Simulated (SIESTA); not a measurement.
Runs of SIESTA 5.4.2 on In. The cell holds a slab with vacuum, 3 atoms: a = 3.335 Å, b = 3.335 Å, c = 20.509 Å, α = 90.00°, β = 90.00°, γ = 120.00°. The slab is cut from a database's or a generator's crystal, which needn't be the stable form of the element.

```csv
task,level,potentials or basis,cell,k mesh,smearing,broadening (eV),window from (eV),window to (eV),energy points,k mesh for the DOS,other keys,gap on the mesh (eV),largest force (eV/Å),work function (eV)
single point,RPBE,"PseudoDojo 0.5 standard (PBE files), DZ (energy shift 0.003 Ry; two zetas on semicore shells)",as given,9 × 9 × 1,fermi-dirac 0.05 eV,-,-,-,-,-,-,none,(b),3.83
electrostatic potential,RPBE,"PseudoDojo 0.4 standard (PBE files), DZP (energy shift 0.003 Ry; two zetas on semicore shells)",relaxed by the run before,7 × 7 × 1,fermi-dirac 0.05 eV,-,-,-,-,-,-,none,0.01,3.90
density of states,PW86PBE,"PseudoDojo 0.4 standard (PBE files), TZP (energy shift 0.003 Ry; radii capped at 9.5 bohr)",as given,9 × 9 × 1,methfessel-paxton 0.2 eV,0.1 eV,-15 eV,15 eV,201,14 × 14 × 1,shift = 0.003; smearing = methfessel-paxton; width = 0.2,none,0.25,-
band structure,RPBE,"PseudoDojo 0.4 standard (PBE files), DZP (energy shift 0.003 Ry; two zetas on semicore shells)",relaxed by the run before,7 × 7 × 1,fermi-dirac 0.05 eV,-,-,-,-,-,-,none,0.01,3.90
relaxation of the atoms,RPBE,"PseudoDojo 0.4 standard (PBE files), DZP (energy shift 0.003 Ry; two zetas on semicore shells)",atoms relaxed,7 × 7 × 1,fermi-dirac 0.05 eV,-,-,-,-,-,-,none,0.01,-
single point,PBE,"PseudoDojo 0.4 standard (PBE files), DZP (energy shift 0.003 Ry; two zetas on semicore shells)",as given,9 × 9 × 1,fermi-dirac 0.05 eV,-,-,-,-,-,-,none,(a),3.88
```

Alike in all rows: no spin polarisation; grid cutoff 500 Ry; energy shift 0.003 Ry.

Q: Fill in the values left out.

A: (a) 0.10; (b) 0.13.

Caveats: the basis of atomic orbitals isn't converged, which shifts pressures, moduli and gaps; the potentials were made for another functional, which shifts forces and pressure (some runs); the basis has no polarisation orbitals (some runs); spin-orbit coupling is left out, which moves the levels of the heavy elements (some runs).

A k mesh can miss the band edges, and the runs leave out spin-orbit coupling on In.

A gap of «none» marks a metal or a gap under the smearing width.
